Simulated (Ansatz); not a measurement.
Input of an Ansatz 0.2.0 run:

The input input.yaml:

```yaml
crystal:
  lattice:
    - [-2.3713723045, 2.3713723045, 1.3292653899]
    - [2.3713723045, -2.3713723045, 1.3292653899]
    - [2.3713723045, 2.3713723045, -1.3292653899]
  atoms:
    - { symbol: Si, position: [0.5, 0.5, 0.0] }
    - { symbol: Si, position: [0.25, 0.75, 0.5] }
hamiltonian:
  xc: r2scan
  pseudopotentials: { kind: paw }
kpoints:
  mp_grid: { grid: [11, 11, 11] }
  band_path:
    path:
      - [[0.0, 0.0, 0.0], [0.0, 0.0, 0.5], [-0.5, 0.5, 0.5], [0.0, 0.0, 0.0], [0.3285532063, 0.3285532063, -0.3285532063], [0.25, 0.25, 0.25], [0.0, 0.5, 0.0], [-0.3285532063, 0.6714467937, 0.3285532063], [-0.5, 0.5, 0.5]]
      - [[0.0, 0.0, 0.5], [0.25, 0.25, 0.25]]
    npoints: 14
scf:
  occupations: { method: fermi_dirac, width: 0.05 }
  n_extra_bands: 6
output:
  forces: true
  stress: true
  eigenvalues: true
  fatbands: true
  write_density: true
  write_potential: true
  elf: true
  volumetric_format: npy
```

Potentials or basis: Ansatz PAW.

Launch:

```bash
$ ansatz run input.yaml --threads 2 --pin off --max-ram 5632MiB --backend cpu --events-out ev --progress --plain --runs-dir out
```

Q: Predict the pressure.

A: 2.4 GPa.

Q: Predict the band gap on the k mesh.

A: None (metal or under the smearing width).

Levels at the corners of the path, in eV from the Fermi level:
```csv
point,band 1,band 2,band 3,band 4,band 5,band 6,band 7,band 8,band 9
Γ,-14.69,-2.69,-2.69,-1.70,1.83,7.89,9.68,9.68,9.75
X,-11.35,-11.35,0.34,0.34,3.04,3.04,8.73,8.73,9.88
M,-8.72,-8.72,-7.26,-7.26,5.86,5.86,14.26,14.26,14.94
Γ,-14.69,-2.69,-2.69,-1.70,1.83,7.89,9.68,9.68,9.75
Z,-6.71,-6.22,-4.98,-4.92,-4.92,6.69,6.69,6.77,10.63
P,-6.65,-6.65,-5.55,-5.55,4.40,4.40,6.63,6.63,7.55
N,-8.15,-7.31,-2.31,-2.00,-1.51,1.19,4.93,5.90,9.90
Z1,-6.71,-6.22,-4.98,-4.92,-4.92,6.69,6.69,6.77,10.63
M,-8.72,-8.72,-7.26,-7.26,5.86,5.86,14.26,14.26,14.94
X,-11.35,-11.35,0.34,0.34,3.04,3.04,8.73,8.73,9.88
P,-6.65,-6.65,-5.55,-5.55,4.40,4.40,6.63,6.63,7.55
```

Caveat: the PAW data sets come from PBE, with cores solved anew for the run's functional, which leaves a small shift of forces and pressure.
